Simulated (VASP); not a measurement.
# CdS (Greenockite) (P6_3mc) in VASP: further runs

Runs on CdS (Greenockite). Level: PBE. Tasks: dielectric tensor, evGW0 quasiparticle levels.

Everything below comes from runs of VASP 6.6.1. Logs are shortened: lines on timing, memory, paths and dates and some standing lists are left out, and cuts for length are marked.

**1. Starting point**

Symmetry: P6_3mc, No. 186, hexagonal system. The conventional cell has a = 4.150 Å, b = 4.150 Å, c = 6.737 Å, α = 90.00°, β = 90.00°, γ = 120.00°. Around Cd (site symmetry 3m) lie 4 S at 2.53 to 2.54 Å. S (site symmetry 3m) is surrounded by 4 Cd at 2.53 to 2.54 Å.

**2. Dielectric tensor, PBE**

INCAR

```
PREC     = Accurate       # precision mode
ENCUT    = 500            # plane-wave cutoff, eV
EDIFF    = 1E-8           # SCF threshold, eV
ISMEAR   = 0              # smearing method
SIGMA    = 0.01           # smearing width, eV
LREAL    = F              # projectors in reciprocal space
LASPH    = T              # aspherical terms in the spheres
NELM     = 100            # most SCF steps
ALGO     = Normal         # electronic algorithm
ISIF     = 2              # what is computed and relaxed
LWAVE    = F              # write WAVECAR
LCHARG   = F              # write CHGCAR
GGA      = PE             # functional
LEPSILON = T              # dielectric tensor by DFPT
```

KPOINTS

```
regular mesh
0
Gamma
  9 9 5
```

POSCAR

```
CdS
1.0
    4.1500000000      0.0000000000      0.0000000000
   -2.0750000000      3.5940054257      0.0000000000
    0.0000000000      0.0000000000      6.7370000000
Cd S
2 2
Direct
    0.6666666667      0.3333333333      0.5000000000
    0.3333333333      0.6666666667      0.0000000000
    0.6666666667      0.3333333333      0.8750000000
    0.3333333333      0.6666666667      0.3750000000
```

Potentials or basis: VASP PAW PBE potentials, release 64 (Cd, S).

Run with:

```sh
$ cat potpaw_PBE.64/Cd/POTCAR potpaw_PBE.64/S/POTCAR > POTCAR
$ mpirun -np 1 vasp_std > vasp.out
```

OUTCAR:

```text
PREC = Accurate
   ENCUT = 500
   EDIFF = 1E-8
   ISMEAR = 0
   LREAL = F
   LASPH = T
   NELM = 100
   ISIF = 2
   GGA = PE
   LEPSILON = T

 Found     36 irreducible k-points:

 Following reciprocal coordinates:
            Coordinates               Weight
  0.000000  0.000000  0.000000      1.000000
  0.111111 -0.000000  0.000000      6.000000
  0.222222 -0.000000  0.000000      6.000000
  0.333333 -0.000000  0.000000      6.000000
  0.444444 -0.000000  0.000000      6.000000
  0.111111  0.111111  0.000000      6.000000
   k-points           NKPTS =     36   k-points in BZ     NKDIM =     36   number of bands    NBANDS=     22
   number of dos      NEDOS =    301   number of ions     NIONS =      4
   total plane-waves  NPLWV =  45000
   dimension x,y,z NGX =    30 NGY =   30 NGZ =   50
   dimension x,y,z NGXF=    60 NGYF=   60 NGZF=  100
   ions per type =               2   2
   NGX,Y,Z   is equivalent  to a cutoff of  12.02, 12.02, 12.34 a.u.
   NGXF,Y,Z  is equivalent  to a cutoff of  24.04, 24.04, 24.68 a.u.
 SYSTEM =  unknown system
   PREC   = accura    normal or accurate (medium, high low for compatibility)
   ISTART =      0    job   : 0-new  1-cont  2-samecut
   ICHARG =      2    charge: 1-file 2-atom 10-const
   ISPIN  =      1    spin polarized calculation?
   LNONCOLLINEAR =      F non collinear calculations
   LSORBIT =      F    spin-orbit coupling
   LASPH  =      T    aspherical Exc in radial PAW
   ENCUT  =  500.0 eV  36.75 Ry    6.06 a.u.   7.57  7.57 12.28*2*pi/ulx,y,z
   NELM   =    100;   NELMIN=  2; NELMDL= -5     # of ELM steps
   EDIFF  = 0.1E-07   stopping-criterion for ELM
   LREAL  =      F    real-space projection
   EDIFFG = 0.1E-06   stopping-criterion for IOM
   NSW    =      0    number of steps for IOM
   IBRION =     -1    ionic relax: 0-MD 1-quasi-New 2-CG
   NFREE  =      0    steps in history (QN), initial steepest desc. (CG)
   ISIF   =      2    stress and relaxation
   ISYM   =      2    0-nonsym 1-usesym 2-fastsym
   POTIM  = 0.5000    time-step for ionic-motion
   TEBEG  =    0.0;   TEEND  =   0.0 temperature during run
   PSTRESS=    0.0 pullay stress
   NELECT =      36.0000    total number of electrons
   NUPDOWN=      -1.0000    fix difference up-down
   EMIN   =  10.00;   EMAX   =-10.00  energy-range for DOS
   EFERMI =   0.00;   METHOD = LEGACY
   ISMEAR =     0;   SIGMA  =   0.01  broadening in eV -4-tet -1-fermi 0-gaus
   EFERMI_NEDOS =   21; number of points for ismear=-14 and -15
   IALGO  =     38    algorithm
   IMIX   =      4    mixing-type and parameters
     AMIX     =   0.40;   BMIX     =  1.00
     AMIX_MAG =   1.60;   BMIX_MAG =  1.00
  volume/ion in A,a.u.               =      25.12       169.52
  Fermi-wavevector in a.u.,A,eV,Ry     =   1.162727  2.197236 18.394190  1.351935
  Thomas-Fermi vector in A             =   2.299285
   LORBIT       =      0    0 simple, 1 ext, 2 COOP (PROOUT), +10 PAW based schemes
   GGA     = PE    functional components
   LHFCALC =     F    Hartree Fock is set to
   AEXX    =    0.0000 exact exchange contribution
   IVDW    =     0    specifies the selected vdW correction
   LEPSILON=     T    determine dielectric tensor
   LRPA    =     F    only Hartree local field effects (RPA)
 non-spin polarized calculation
 Gauss-broadening in eV      SIGMA  =   0.01
  energy-cutoff  :      500.00
  volume of cell :      100.48
 maximum number of plane-waves:      2579
   NGX = 15   NGY = 15   NGZ = 25

--------------------------------------- Ionic step        1  -------------------------------------------

 number of electron      35.9999973 magnetization

 E-fermi :   1.2775     XC(G=0):  -9.0853

 val. band max:        1.2050454523   @ k =   0.0000   0.0000   0.0000
 cond. band min:       2.4041181705   @ k =   0.0000   0.0000   0.0000
 fundamental gap:      1.1990727182
 Fermi energy:         1.2775173799

 k-point     1 :       0.0000    0.0000    0.0000
  band No.  band energies     occupation
      1     -11.0918      2.00000
      2     -10.6671      2.00000
      3      -6.4675      2.00000
      4      -6.4455      2.00000
      5      -6.4455      2.00000
      6      -6.3601      2.00000
[... 14 lines left out ...]
     21       7.6792      0.00000
     22       7.6792      0.00000

 k-point     2 :       0.1111   -0.0000    0.0000
  band No.  band energies     occupation
      1     -11.0491      2.00000
      2     -10.6486      2.00000
      3      -6.4521      2.00000
      4      -6.4284      2.00000
      5      -6.4148      2.00000
      6      -6.3408      2.00000
[... 14 lines left out ...]
     21       7.2687      0.00000
     22       7.8614      0.00000

 k-point     3 :       0.2222   -0.0000    0.0000
  band No.  band energies     occupation
      1     -10.9373      2.00000
      2     -10.6048      2.00000
      3      -6.4135      2.00000
      4      -6.3900      2.00000
      5      -6.3273      2.00000
      6      -6.2736      2.00000
[... 14 lines left out ...]
     21       6.7711      0.00000
     22       7.7485      0.00000

 k-point     4 :       0.3333   -0.0000    0.0000
  band No.  band energies     occupation
      1     -10.8005      2.00000
      2     -10.5640      2.00000
      3      -6.3792      2.00000
      4      -6.3573      2.00000
      5      -6.2413      2.00000
      6      -6.2037      2.00000
[... 14 lines left out ...]
     21       6.5812      0.00000
     22       7.4202      0.00000

 k-point     5 :       0.4444   -0.0000    0.0000
  band No.  band energies     occupation
      1     -10.6986      2.00000
      2     -10.5497      2.00000
      3      -6.3641      2.00000
      4      -6.3431      2.00000
      5      -6.1813      2.00000
      6      -6.1604      2.00000
[... 14 lines left out ...]
     21       6.3566      0.00000
     22       7.5504      0.00000

 k-point     6 :       0.1111    0.1111    0.0000
  band No.  band energies     occupation
      1     -10.9718      2.00000
      2     -10.6175      2.00000
      3      -6.4226      2.00000
      4      -6.4032      2.00000
      5      -6.3527      2.00000
      6      -6.3082      2.00000
[... 14 lines left out ...]
     21       6.9128      0.00000
     22       7.6062      0.00000

 [... further k-points ...]

  FORCE on cell =-STRESS in cart. coord.  units (eV):
  Direction    XX          YY          ZZ          XY          YZ          ZX
  --------------------------------------------------------------------------------------
  -------------------------------------------------------------------------------------
  Total        1.3724088      1.3724088      1.7904428      0.0000000      0.0000000      0.0000000
  in kB       21.8826905     21.8826905     28.5481304      0.0000000      0.0000000      0.0000000
  external PRESSURE =      24.1045038 kB  Pullay stress =       0.0000000 kB

 VOLUME and BASIS-vectors are now :
 -----------------------------------------------------------------------------
  energy-cutoff  :      500.00
  volume of cell :      100.48
      direct lattice vectors                 reciprocal lattice vectors
     4.150000000  0.000000000  0.000000000     0.240963855  0.139120547  0.000000000
    -2.075000000  3.594005426  0.000000000     0.000000000  0.278241094  0.000000000
     0.000000000  0.000000000  6.737000000     0.000000000  0.000000000  0.148434021

 POSITION                                       TOTAL-FORCE (eV/Angst)
 -----------------------------------------------------------------------------------
      2.07500      1.19800      3.36850         0.000000     -0.000000     -0.069569
     -0.00000      2.39600      0.00000        -0.000000      0.000000     -0.069569
      2.07500      1.19800      5.89487         0.000000      0.000000      0.069569
     -0.00000      2.39600      2.52637        -0.000000      0.000000      0.069569
 -----------------------------------------------------------------------------------
    total drift:                               -0.000000     -0.000000     -0.000682

  FREE ENERGIE OF THE ION-ELECTRON SYSTEM (eV)
  ---------------------------------------------------
  free  energy   TOTEN  =       -12.2677578390 eV

  energy  without entropy=      -12.2677578390  energy(sigma->0) =      -12.26775784

 HEAD OF MICROSCOPIC STATIC DIELECTRIC TENSOR (INDEPENDENT PARTICLE, excluding Hartree and local field effects)
 ------------------------------------------------------
           6.472585     0.000000     0.000000
           0.000000     6.472585     0.000000
           0.000000     0.000000     6.540074
 ------------------------------------------------------

 Free energy of the ion-electron system (eV)
  ---------------------------------------------------
  ---------------------------------------------------
  free energy    TOTEN  =        -1.53592339 eV

  energy without entropy =       -1.53592339

------------------------ aborting loop because EDIFF is reached ----------------------------------------

--------------------------------------- Ionic step        2  -------------------------------------------

------------------------ aborting loop because EDIFF is reached ----------------------------------------

--------------------------------------- Ionic step        3  -------------------------------------------

 Free energy of the ion-electron system (eV)
  ---------------------------------------------------
  ---------------------------------------------------
  free energy    TOTEN  =        -1.56175760 eV

  energy without entropy =       -1.56175760

------------------------ aborting loop because EDIFF is reached ----------------------------------------

 PIEZOELECTRIC TENSOR FIELD DIRECTION 3  (e Angst)
 -----------------------------------------------------------------------------
     2.12056  0.00000 -0.00000           ( -0.02185  0.00000  0.00000)
    -0.00000  2.12056  0.00000           ( -0.00000 -0.02185  0.00000)
     0.00000 -0.00000 -4.22307           (  0.00000  0.00000  0.04046)

 PIEZOELECTRIC TENSOR FIELD DIRECTION 3  (C/m^2)
 -----------------------------------------------------------------------------
     0.33812  0.00000 -0.00000
    -0.00000  0.33812  0.00000
     0.00000 -0.00000 -0.67336

 MACROSCOPIC STATIC DIELECTRIC TENSOR (including local field effects in DFT)
 ------------------------------------------------------
           6.118216     0.000000     0.000000
          -0.000000     6.118216     0.000000
           0.000000     0.000000     6.213488
 ------------------------------------------------------

 PIEZOELECTRIC TENSOR (including local field effects)  for field in x, y, z        (e  Angst)
          XX          YY          ZZ          XY          YZ          ZX
  --------------------------------------------------------------------------------
  x     0.00000     0.00000     0.00000    -0.00000     0.00000     2.15553
  y    -0.00000     0.00000     0.00000     0.00000     2.15554     0.00000
  z     2.12056     2.12056    -4.22307     0.00000     0.00000     0.00000

 PIEZOELECTRIC TENSOR (including local field effects)  for field in x, y, z        (C/m^2)
          XX          YY          ZZ          XY          YZ          ZX
  --------------------------------------------------------------------------------
  x     0.00000     0.00000     0.00000    -0.00000     0.00000     0.34369
  y    -0.00000     0.00000     0.00000     0.00000     0.34369     0.00000
  z     0.33812     0.33812    -0.67336     0.00000     0.00000     0.00000

 BORN EFFECTIVE CHARGES (including local field effects) (in |e|, cummulative output)
 ---------------------------------------------------------------------------------
 ion    1
    1     2.14877     0.00000     0.00000
    2    -0.00000     2.14877    -0.00000
    3    -0.00000     0.00000     2.23667
 ion    2
    1     2.14877     0.00000     0.00000
    2    -0.00000     2.14877     0.00000
    3     0.00000     0.00000     2.23667
 ion    3
    1    -2.14877     0.00000     0.00000
    2     0.00000    -2.14877    -0.00000
    3     0.00000     0.00000    -2.23667
 ion    4
    1    -2.14877     0.00000     0.00000
    2     0.00000    -2.14877     0.00000
    3     0.00000     0.00000    -2.23667
```

Run time: 8.1 min. Hardware: 1 thread of Intel Xeon 6975P-C (Granite Rapids), shared host; peak memory 0.61 GiB.

These settings aren't checked as converged: the numbers below hold their error.

Results:

| Property | Result |
| --- | --- |
| Band gap on the k mesh | 1.20 eV, direct |
| Electronic dielectric tensor (diagonal) | 6.12, 6.12, 6.21 |
| Born charges (mean of the diagonal) | Cd +2.18; S -2.18 e |

**3. Dielectric tensor, PBE**

INCAR, as its differences from that of step 2:

```diff
@@ -1,3 +1,3 @@
 PREC     = Accurate       # precision mode
-ENCUT    = 500            # plane-wave cutoff, eV
+ENCUT    = 400            # plane-wave cutoff, eV
 EDIFF    = 1E-8           # SCF threshold, eV
```

KPOINTS

```
regular mesh
0
Gamma
  11 11 6
```

POSCAR is that of step 2.

Potentials or basis: VASP PAW PBE potentials, release 64 (Cd, S).

Run with:

```sh
$ cat potpaw_PBE.64/Cd/POTCAR potpaw_PBE.64/S/POTCAR > POTCAR
$ mpirun -np 1 vasp_std > vasp.out
```

OUTCAR:

```text
PREC = Accurate
   ENCUT = 400
   EDIFF = 1E-8
   ISMEAR = 0
   LREAL = F
   LASPH = T
   NELM = 100
   ISIF = 2
   GGA = PE
   LEPSILON = T

 Found     64 irreducible k-points:

 Following reciprocal coordinates:
            Coordinates               Weight
  0.000000  0.000000  0.000000      1.000000
  0.090909  0.000000  0.000000      6.000000
  0.181818 -0.000000  0.000000      6.000000
  0.272727  0.000000  0.000000      6.000000
  0.363636  0.000000  0.000000      6.000000
  0.454545 -0.000000  0.000000      6.000000
   k-points           NKPTS =     64   k-points in BZ     NKDIM =     64   number of bands    NBANDS=     22
   number of dos      NEDOS =    301   number of ions     NIONS =      4
   total plane-waves  NPLWV =  37632
   dimension x,y,z NGX =    28 NGY =   28 NGZ =   48
   dimension x,y,z NGXF=    56 NGYF=   56 NGZF=   96
   ions per type =               2   2
   NGX,Y,Z   is equivalent  to a cutoff of  11.22, 11.22, 11.84 a.u.
   NGXF,Y,Z  is equivalent  to a cutoff of  22.43, 22.43, 23.69 a.u.
 SYSTEM =  unknown system
   PREC   = accura    normal or accurate (medium, high low for compatibility)
   ISTART =      0    job   : 0-new  1-cont  2-samecut
   ICHARG =      2    charge: 1-file 2-atom 10-const
   ISPIN  =      1    spin polarized calculation?
   LNONCOLLINEAR =      F non collinear calculations
   LSORBIT =      F    spin-orbit coupling
   LASPH  =      T    aspherical Exc in radial PAW
[... 270 lines left out ...]
 -----------------------------------------------------------------------------
     2.11603  0.00000  0.00000           ( -0.02188  0.00000  0.00000)
     0.00000  2.11603 -0.00000           (  0.00000 -0.02188  0.00000)
     0.00000  0.00000 -4.21452           (  0.00000  0.00000  0.04048)

 PIEZOELECTRIC TENSOR FIELD DIRECTION 3  (C/m^2)
 -----------------------------------------------------------------------------
     0.33739  0.00000  0.00000
     0.00000  0.33739 -0.00000
     0.00000  0.00000 -0.67199

 MACROSCOPIC STATIC DIELECTRIC TENSOR (including local field effects in DFT)
 ------------------------------------------------------
           6.033761     0.000000     0.000000
           0.000000     6.033761     0.000000
          -0.000000     0.000000     6.134606
 ------------------------------------------------------

 PIEZOELECTRIC TENSOR (including local field effects)  for field in x, y, z        (e  Angst)
          XX          YY          ZZ          XY          YZ          ZX
  --------------------------------------------------------------------------------
  x     0.00000     0.00000     0.00000     0.00000     0.00000     2.14921
  y     0.00000     0.00000     0.00000     0.00000     2.14921     0.00000
  z     2.11603     2.11603    -4.21452     0.00000     0.00000     0.00000

 PIEZOELECTRIC TENSOR (including local field effects)  for field in x, y, z        (C/m^2)
          XX          YY          ZZ          XY          YZ          ZX
  --------------------------------------------------------------------------------
  x     0.00000     0.00000     0.00000     0.00000     0.00000     0.34269
  y     0.00000     0.00000     0.00000     0.00000     0.34269     0.00000
  z     0.33739     0.33739    -0.67199     0.00000     0.00000     0.00000

 BORN EFFECTIVE CHARGES (including local field effects) (in |e|, cummulative output)
 ---------------------------------------------------------------------------------
 ion    1
    1     2.14548     0.00000     0.00000
    2     0.00000     2.14548     0.00000
    3     0.00000     0.00000     2.23351
 ion    2
    1     2.14548     0.00000     0.00000
    2    -0.00000     2.14548     0.00000
    3     0.00000    -0.00000     2.23351
 ion    3
    1    -2.14548    -0.00000     0.00000
    2     0.00000    -2.14548     0.00000
    3     0.00000     0.00000    -2.23351
 ion    4
    1    -2.14548     0.00000     0.00000
    2     0.00000    -2.14548     0.00000
    3     0.00000     0.00000    -2.23351
```

It took 10 min on 1 thread of Intel Xeon 6975P-C (Granite Rapids), shared host; peak memory 0.71 GiB.

The run converged, but some of its settings lie outside the range that counts as converged, so its numbers aren't taken as properties of the crystal.

Results:

* Band gap on the k mesh: 1.20 eV, direct
* Electronic dielectric tensor (diagonal): 6.03, 6.03, 6.13
* Born charges (mean of the diagonal): Cd +2.17; S -2.17 e

(Continued in part 2 of 2.)
